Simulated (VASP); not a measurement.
Crystal: GaN.

```
CELL_PARAMETERS angstrom
0.00000 2.19768 2.30220
2.19768 0.00000 2.30220
2.19768 2.19768 0.00000
ATOMIC_POSITIONS crystal
Ga 0.00000 0.00000 0.00000
N 0.25000 0.25000 0.25000
```

The cell was built by a generator and needn't be a form met in nature.

The cell isn't the ideal one: epitaxial_xy strain -2.3%.

Base run:

* Program: VASP 6.6.1
* Functional: HSE06
* Potentials or basis: VASP PAW PBE potentials, release 64 (Ga_d, N)
* Cutoff: 520 eV
* k mesh: 6 × 6 × 6
* Occupations: gaussian, width 0.01 eV
* Spin: no spin polarisation

Its results: band gap on the k mesh 3.11 eV, direct; pressure 4.4 GPa.

Task: The run is repeated on the same cell with these changes: functional from HSE06 to r2SCAN; k mesh from 6 × 6 × 6 to 10 × 10 × 10. What comes out?

Result: Band gap on the k mesh 2.22 eV, direct; pressure 5.7 GPa.

Several settings changed at once, so the effect can't be laid on one alone.

Caveats: the PAW data sets were made with another functional, which shifts forces and pressure a little.

